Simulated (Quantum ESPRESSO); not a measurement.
NaCl under changes of volume

One of the cells (21.813 Å³/atom); the others are scaled copies at fixed shape and fractional positions:

```
Cl Na
1.0
     0.00000    2.79406    2.79406
     2.79406    0.00000    2.79406
     2.79406    2.79406    0.00000
Cl Na
1 1
Direct
  0.50000 0.50000 0.50000
  0.00000 0.00000 0.00000
```

The cell is a database's computed one.

```yaml
Program: Quantum ESPRESSO 7.5
Functional: PBE
Potentials_or_basis: GBRV 1.5 PBE
Cutoff: 612 eV
Density_cutoff: 4898 eV
k_mesh: 8 × 8 × 8
Occupations: fermi-dirac, width 0.05 eV
Spin: no spin polarisation
```

```csv
volume (Å³/atom),energy over the lowest point (meV/atom),pressure (GPa),gap on the mesh (eV)
20.504,?,?,?
20.940,19.71,3.0,5.38
21.376,12.35,2.3,5.30
21.813,6.89,1.6,5.21
22.249,3.12,1.0,5.14
22.685,0.87,0.5,5.06
23.121,0.00,0.0,4.99
```

Question: What does the run at 20.504 Å³/atom give?

Answer: Energy over the lowest point 29.17 meV/atom; pressure 3.9 GPa; gap on the mesh 5.47 eV.

Worked out: A Birch-Murnaghan fit of order 3 (a polynomial in V^(-2/3)) to the other rows has its minimum at 23.21 Å³/atom, just outside them, with B0 = V·E''(V) = 23 GPa and B' = 4.7. It gives 29.16 meV/atom at 20.504 Å³/atom, against the run's 29.17, and -dE/dV = 3.9 GPa, against 3.9. A straight line through the other rows of the gap, of slope -3.95 eV per unit of ln V (its deformation potential), extrapolates to 5.46 eV, against the run's 5.47.

Energies are extrapolated to zero smearing.
